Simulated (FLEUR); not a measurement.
# Tb under changes of volume

One of the cells (31.969 Å³/atom); the others are scaled copies at fixed shape and fractional positions:

```
Tb
1.0
     3.60100    0.00000    0.00000
    -1.80050    3.11856    0.00000
     0.00000    0.00000    5.69360
Tb
2
Direct
  0.66667 0.33333 0.75000
  0.33333 0.66667 0.25000
```

```yaml
Program: FLEUR MaX-R8.1 (later development tree)
Functional: PBEsol
Potentials_or_basis: all-electron
Basis: FLAPW
Kmax: 4.1 1/bohr
k_mesh: 9 × 9 × 5
Occupations: fermi-dirac, width 0.05 eV
Spin: collinear spin, ferromagnetic start
Starting_moments: "[6.0, 6.0] μB"
```

| volume (Å³/atom) | energy over the lowest point (meV/atom) | moment (μB per cell) |
| --- | --- | --- |
| 30.051 | 0.00 | 12.00 |
| 30.691 | 6.18 | 12.00 |
| 31.969 | ? | ? |
| 33.248 | 50.47 | 12.06 |
| 33.888 | 65.29 | 12.08 |

Question: What does the run at 31.969 Å³/atom give?

Answer: Energy over the lowest point 24.92 meV/atom; moment 12.02 μB per cell.

Worked out: A Birch-Murnaghan fit of order 2 (a polynomial in V^(-2/3)) to the other rows has no minimum within the range. It gives 24.89 meV/atom at 31.969 Å³/atom, against the run's 24.92. A straight line through the other rows of the moment, of slope 0.0217 μB per Å³/atom, gives 12.03 μB, against the run's 12.02.

Energies are extrapolated to zero smearing.

Caveats: the magnetic or orbital state may not be the lowest.
